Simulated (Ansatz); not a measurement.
W, fcc: how the functional moves the structure

All rows: Ansatz, plane waves with scalar-relativistic PAW, 420 eV (500 eV for the SCAN forms), relaxed under each functional, no dispersion correction, no zero-point motion. B₀ comes from uniform scaling at fixed shape; a dash is a value not given.

| functional | V (Å³/atom) | cell | B₀ (GPa) | magnetic state | ΔE to bcc (meV/atom) |
| --- | --- | --- | --- | --- | --- |
| PBE | 16.46 | a = 4.038 Å | 282 | spin not included | 485 |
| r²SCAN | 16.22 | a = 4.018 Å | 298 | spin not included | 560 |
| PBEsol | 15.99 | a = 3.999 Å | 301 | spin not included | 496 |
| revPBE | 16.61 | a = 4.050 Å | 276 | spin not included | 483 |
| RPBE | 16.67 | a = 4.055 Å | 273 | spin not included | 482 |
| BLYP | 17.02 | a = 4.084 Å | 257 | spin not included | 444 |

PBEsol gives the smallest volume and BLYP the largest.
